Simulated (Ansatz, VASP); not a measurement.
# Cross-check of InAs between VASP and Ansatz, part 2 of 2

Aim: how closely do two programs agree when they are given the same cell, functional and k mesh? The cell is taken from a series of VASP runs on this material, whose earlier steps may have relaxed, scaled or displaced it; both programs get it as it stands.

VASP 6.6.1 and Ansatz 0.2.0.

So far: The structure; Ansatz: zone-centre phonons, PBE.

## 3. VASP: zone-centre phonons, PBE

Level of this step: PBE; plane waves and PAW (In_d, As) (VASP).

The same cell, functional, mesh and smearing now go to VASP, with its own data sets and cutoff.

Lines of VASP's logs that name or quote its potential files are left out, and so is its time.

The input, INCAR:

```
SYSTEM = InAs
PREC = Accurate
ENCUT = 450
EDIFF = 1E-08
NELM = 100
ISMEAR = 0
SIGMA = 0.05
LREAL = .FALSE.
ALGO = Normal
GGA = PE
NBANDS = 15
LORBIT = 11
LWAVE = .FALSE.
LCHARG = .FALSE.
KPAR = 8
IBRION = 8
ISIF = 2
```

The input, POSCAR:

```
InAs
1.0
    0.0000000000      3.0947302699      3.0947302699
    3.0947302699      0.0000000000      3.0947302699
    3.0947302699      3.0947302699      0.0000000000
In As
1 1
Direct
    0.0000000000      0.0000000000      0.0000000000
    0.7500000000      0.7500000000      0.7500000000
```

The input, KPOINTS:

```
Automatic mesh
0
Gamma
10 10 10
0 0 0
```

The projector-augmented-wave data sets are In_d and As (PBE family, release 64).

The run is started by

```console
> mpirun -np 8 vasp_std
```

Numbers of over 12 decimals in the logs are rounded to 6 here.

The program printed:

```text
[banner, memory and clock lines left out]
running    8 mpi-ranks, on    1 nodes
 distrk:  each k-point on    1 cores,    8 groups
 distr:  one band on    1 cores,    1 groups

 POSCAR found type information on POSCAR InAs
 POSCAR found :  2 types and       2 ions
|                                                                             |
|           W    W    AA    RRRRR   N    N  II  N    N   GGGG   !!!           |
|           W    W   A  A   R    R  NN   N  II  NN   N  G    G  !!!           |
|           W    W  A    A  R    R  N N  N  II  N N  N  G       !!!           |
|           W WW W  AAAAAA  RRRRR   N  N N  II  N  N N  G  GGG   !            |
|           WW  WW  A    A  R   R   N   NN  II  N   NN  G    G                |
|           W    W  A    A  R    R  N    N  II  N    N   GGGG   !!!           |
|                                                                             |
|     For optimal performance we recommend to set                             |
|       NCORE = 2 up to number-of-cores-per-socket                            |
|     NCORE specifies how many cores store one orbital (NPAR=cpu/NCORE).      |
|     This setting can greatly improve the performance of VASP for DFT.       |
|     The default, NCORE=1 might be grossly inefficient on modern             |
|     multi-core architectures or massively parallel machines. Do your        |
|     Unfortunately you need to use the default for GW and RPA                |
|     calculations (for HF NCORE is supported but not extensively tested      |
|     yet).                                                                   |
|                                                                             |

 LDA part: xc-table for (Slater+PW92), standard interpolation
 POSCAR, INCAR and KPOINTS ok, starting setup
 FFT: planning ... GRIDC
 FFT: planning ... GRID_SOFT
 FFT: planning ... GRID
 WAVECAR not read
 entering main loop
       N       E                     dE             d eps       ncg     rms          rms(c)
DAV:   1     0.105331402459E+03    0.10533E+03   -0.77323E+03  1425   0.115E+03
DAV:   2    -0.878520449481E+00   -0.10621E+03   -0.10251E+03  1550   0.276E+02
DAV:   3    -0.778597725961E+01   -0.69075E+01   -0.68579E+01  1816   0.737E+01
DAV:   4    -0.796643778903E+01   -0.18046E+00   -0.18042E+00  1755   0.138E+01
DAV:   5    -0.797379069095E+01   -0.73529E-02   -0.73528E-02  2083   0.218E+00    0.405E+00
DAV:   6    -0.773553014563E+01    0.23826E+00   -0.38834E-01  2203   0.102E+01    0.224E+00
DAV:   7    -0.771624816327E+01    0.19282E-01   -0.10577E-01  1908   0.279E+00    0.702E-01
DAV:   8    -0.771758189614E+01   -0.13337E-02   -0.11613E-02  1774   0.128E+00    0.158E-01
DAV:   9    -0.771821564567E+01   -0.63375E-03   -0.95383E-04  1704   0.300E-01    0.992E-02
DAV:  10    -0.771836850032E+01   -0.15285E-03   -0.17046E-04  1790   0.168E-01    0.544E-02
DAV:  11    -0.771841789550E+01   -0.49395E-04   -0.12545E-04  1599   0.114E-01    0.391E-02
DAV:  12    -0.771841903952E+01   -0.11440E-05   -0.65040E-06  1719   0.250E-02    0.928E-03
DAV:  13    -0.771841946020E+01   -0.42068E-06   -0.18380E-06  1690   0.823E-03    0.389E-03
DAV:  14    -0.771841959810E+01   -0.13790E-06   -0.12217E-07  1831   0.280E-03    0.128E-03
DAV:  15    -0.771841969874E+01   -0.10064E-06   -0.59847E-09  1317   0.644E-04    0.807E-04
DAV:  16    -0.771841976088E+01   -0.62146E-07   -0.34391E-09  1223   0.873E-04    0.127E-04
DAV:  17    -0.771841975059E+01    0.10293E-07   -0.10725E-09   894   0.301E-04    0.796E-05
DAV:  18    -0.771841974491E+01    0.56821E-08   -0.30574E-10   894   0.217E-04
   1 F= -.77184197E+01 E0= -.77183809E+01  d E =-.776790E-04
 Linear response reoptimize wavefunctions to high precision
DAV:   1    -0.771841974200E+01    0.29104E-08   -0.15500E-10   978   0.172E-04
DAV:   2    -0.771841974201E+01   -0.16598E-10   -0.75449E-11   901   0.820E-05
 Linear response DOF=           2
 Linear response progress:
  Degree of freedom:   1/  2
       N       E                     dE             d eps       ncg     rms          rms(c)
RMM:   1    -0.233407977148E+00   -0.23341E+00   -0.11174E-01  6917   0.479E+00
RMM:   2    -0.235931575150E+00   -0.25236E-02   -0.12300E-02  8690   0.989E-01    0.791E-02
RMM:   3    -0.235755911177E+00    0.17566E-03   -0.14875E-03  9453   0.305E-01    0.360E-02
RMM:   4    -0.235481603374E+00    0.27431E-03   -0.13495E-04  9786   0.103E-01    0.222E-02
RMM:   5    -0.235356116820E+00    0.12549E-03   -0.37000E-05  9874   0.388E-02    0.720E-03
RMM:   6    -0.235326043004E+00    0.30074E-04   -0.24911E-05  9869   0.135E-02    0.171E-03
RMM:   7    -0.235334349667E+00   -0.83067E-05   -0.17390E-05 10165   0.406E-03    0.702E-04
RMM:   8    -0.235334489635E+00   -0.13997E-06   -0.78155E-06  9977   0.170E-03    0.320E-04
RMM:   9    -0.235334921998E+00   -0.43236E-06   -0.52240E-06 10204   0.706E-04    0.668E-05
RMM:  10    -0.235334681932E+00    0.24007E-06   -0.16811E-06 10725   0.311E-04    0.486E-05
RMM:  11    -0.235334692861E+00   -0.10929E-07   -0.14202E-06 10584   0.149E-04    0.165E-05
RMM:  12    -0.235334604298E+00    0.88563E-07   -0.10894E-07 10536   0.827E-05    0.179E-05
RMM:  13    -0.235334672930E+00   -0.68632E-07   -0.50652E-07 10943   0.454E-05    0.263E-06
RMM:  14    -0.235334638494E+00    0.34436E-07   -0.12389E-07  9841   0.277E-05    0.473E-06
RMM:  15    -0.235334631797E+00    0.66967E-08   -0.11135E-07  9094   0.180E-05    0.232E-06
RMM:  16    -0.235334618449E+00    0.13349E-07   -0.35962E-08  7340   0.127E-05    0.144E-06
RMM:  17    -0.235334613285E+00    0.51637E-08   -0.26981E-08  6956   0.986E-06    0.388E-07
 first order change of Fermi-energy  -0.54200E-04
 force on displaced ion       1 direction 1 :  -6.501  -0.000  -0.000
 Linear response progress:
  Degree of freedom:   2/  2
       N       E                     dE             d eps       ncg     rms          rms(c)
RMM:   1    -0.467141227008E-01   -0.46714E-01    0.65339E-02 10435   0.143E+00
RMM:   2    -0.443860423325E-01    0.23281E-02    0.15162E-03  8117   0.522E-01    0.994E-02
RMM:   3    -0.450700622498E-01   -0.68402E-03   -0.16851E-03  9483   0.216E-01    0.439E-02
RMM:   4    -0.452834277233E-01   -0.21337E-03   -0.14102E-04  9519   0.743E-02    0.112E-02
RMM:   5    -0.453328623058E-01   -0.49435E-04   -0.19618E-05  9789   0.311E-02    0.542E-03
RMM:   6    -0.453231736078E-01    0.96887E-05   -0.29668E-06  9335   0.904E-03    0.155E-03
RMM:   7    -0.453209850789E-01    0.21885E-05   -0.11214E-07 10184   0.272E-03    0.104E-03
RMM:   8    -0.453218863702E-01   -0.90129E-06   -0.96986E-08  9141   0.118E-03    0.517E-04
RMM:   9    -0.453227937638E-01   -0.90739E-06    0.10940E-08  9706   0.421E-04    0.959E-05
RMM:  10    -0.453228728196E-01   -0.79056E-07    0.28854E-08 10787   0.155E-04    0.484E-05
RMM:  11    -0.453228740060E-01   -0.11865E-08   -0.81150E-08  9860   0.493E-05    0.106E-05
 first order change of Fermi-energy   0.37168E-03
 force on displaced ion       2 direction 1 :  -6.527   0.000   0.000
 Linear response finished
```

OUTCAR, selected parts (step 3):

```text
ion  position               nearest neighbor table
   1  0.000  0.000  0.000-   2 2.68   2 2.68   2 2.68   2 2.68
   2  0.750  0.750  0.750-   1 2.68   1 2.68   1 2.68   1 2.68

  LATTYP: Found a face centered cubic cell.
 ALAT       =     6.1894605398

 Subroutine GETGRP returns: Found 24 space group operations
 (whereof 24 operations were pure point group operations)

The static configuration has the point symmetry T_d .

 Found     47 irreducible k-points:

   k-points           NKPTS =     47   k-points in BZ     NKDIM =     47   number of bands    NBANDS=     15

   dimension x,y,z NGX =    30 NGY =   30 NGZ =   30
   dimension x,y,z NGXF=    60 NGYF=   60 NGZF=   60

   ENCUT  =  450.0 eV  33.07 Ry    5.75 a.u.   7.57  7.57  7.57*2*pi/ulx,y,z

   NELECT =      18.0000    total number of electrons

 k-points in reciprocal lattice and weights: Automatic mesh
   0.00000000  0.00000000  0.00000000       0.001
   0.10000000  0.00000000  0.00000000       0.008
   0.20000000  0.00000000  0.00000000       0.008
   0.30000000  0.00000000  0.00000000       0.008
   0.40000000  0.00000000  0.00000000       0.008
   0.50000000  0.00000000  0.00000000       0.004
   0.10000000  0.10000000  0.00000000       0.006
   0.20000000  0.10000000  0.00000000       0.024
   0.30000000  0.10000000  0.00000000       0.024
[...]
-0.30000000  0.40000000  0.20000000       0.024
  -0.30000000  0.50000000  0.20000000       0.012

 average (electrostatic) potential at core
       1 -97.1645       2 -50.2229

  Total        0.0016552      0.0016552      0.0016552     -0.0000000     -0.0000000     -0.0000000
  in kB        0.0447352      0.0447352      0.0447352     -0.0000000     -0.0000000     -0.0000000
  external PRESSURE =       0.0447352 kB  Pullay stress =       0.0000000 kB

  energy-cutoff  :      450.00
  volume of cell :       59.28
      direct lattice vectors                 reciprocal lattice vectors
     0.000000000  3.094730270  3.094730270    -0.161564969  0.161564969  0.161564969
     3.094730270  0.000000000  3.094730270     0.161564969 -0.161564969  0.161564969
     3.094730270  3.094730270  0.000000000     0.161564969  0.161564969 -0.161564969

 POSITION                                       TOTAL-FORCE (eV/Angst)
 -----------------------------------------------------------------------------------
      0.00000      0.00000      0.00000         0.000000      0.000000     -0.000000
      4.64210      4.64210      4.64210        -0.000000     -0.000000      0.000000
 -----------------------------------------------------------------------------------
    total drift:                               -0.000000     -0.000000     -0.000000

 Eigenvectors and eigenvalues of the dynamical matrix
 ----------------------------------------------------

   1 f  =    5.926949 THz    37.240121 2PiTHz  197.701747 cm-1    24.511882 meV
             X         Y         Z           dx          dy          dz
      0.000000  0.000000  0.000000     0.627614   -0.000000    0.000000
      4.642095  4.642095  4.642095    -0.778525   -0.000000    0.000000

   2 f  =    5.926949 THz    37.240121 2PiTHz  197.701747 cm-1    24.511882 meV
             X         Y         Z           dx          dy          dz
      0.000000  0.000000  0.000000     0.000000    0.000000   -0.627614
      4.642095  4.642095  4.642095     0.000000    0.000000    0.778525

   3 f  =    5.926949 THz    37.240121 2PiTHz  197.701747 cm-1    24.511882 meV
             X         Y         Z           dx          dy          dz
      0.000000  0.000000  0.000000    -0.000000   -0.627614    0.000000
      4.642095  4.642095  4.642095     0.000000    0.778525    0.000000

   4 f/i=    0.005843 THz     0.036711 2PiTHz    0.194892 cm-1     0.024164 meV
             X         Y         Z           dx          dy          dz
      0.000000  0.000000  0.000000     0.142484    0.765375    0.000000
      4.642095  4.642095  4.642095     0.114865    0.617013    0.000000

   5 f/i=    0.005843 THz     0.036711 2PiTHz    0.194892 cm-1     0.024164 meV
             X         Y         Z           dx          dy          dz
      0.000000  0.000000  0.000000     0.765375   -0.142484    0.000000
      4.642095  4.642095  4.642095     0.617013   -0.114865    0.000000

   6 f/i=    0.005843 THz     0.036711 2PiTHz    0.194892 cm-1     0.024164 meV
             X         Y         Z           dx          dy          dz
      0.000000  0.000000  0.000000     0.000000    0.000000    0.778525
      4.642095  4.642095  4.642095     0.000000    0.000000    0.627614

 ELASTIC MODULI CONTR FROM IONIC RELAXATION (kBar)
 Direction    XX          YY          ZZ          XY          YZ          ZX
 --------------------------------------------------------------------------------
 XX          -0.0000      0.0000      0.0000      0.0000     -0.0000      0.0000
 YY           0.0000     -0.0000      0.0000      0.0000      0.0000     -0.0000
 ZZ           0.0000      0.0000     -0.0000     -0.0000      0.0000      0.0000
 XY           0.0000      0.0000     -0.0000   -159.5160      0.0000      0.0000
 YZ          -0.0000      0.0000      0.0000      0.0000   -159.5160      0.0000
 ZX           0.0000     -0.0000      0.0000      0.0000      0.0000   -159.5160
 --------------------------------------------------------------------------------
```

## 4. Side by side

Known differences besides the potentials themselves: the data sets hold 28 valence electrons in Ansatz (default PAW (the set named soft_2) files) and 18 in VASP; the cutoff is 420 eV in Ansatz and 450 eV in VASP; VASP leaves aspherical gradient terms in its spheres out (LASPH is not set), Ansatz keeps them. Total energies have different zeros and are not compared.

Compared:

```
                  quantity  Ansatz   VASP  difference
optical mode 1 to 3 (cm⁻¹)   197.3  197.7     -0.21 %
```

Modes are paired by rising frequency and degeneracy, not by their patterns, so a pair may still set unlike modes beside each other.

## 5. What came out

| Property | Result |
| --- | --- |
| r.m.s. difference of the optical zone-centre modes, each program's sorted by frequency (zone-centre phonons, PBE) | 0.41 cm⁻¹ |

**Reading.** The r.m.s. difference of the optical zone-centre modes, each program's sorted by frequency is 0.41 cm⁻¹ (zone-centre phonons, PBE). 1 further run of this series is not shown here. How closely two codes agree says nothing of how well the functional describes the real material.

[Lines on the potential files, build, host, timing and source positions are cut from VASP's logs without a mark.]

[Logs are printed without paths, hosts, clocks, repeated set-up lines and the standing remarks that a program may print on its own settings, such as how far it seeks lower states.]

[Hosts, paths, dates, database ids (printed as entryN), source tags and the programs' standing remarks are cut or masked in the printed files.]
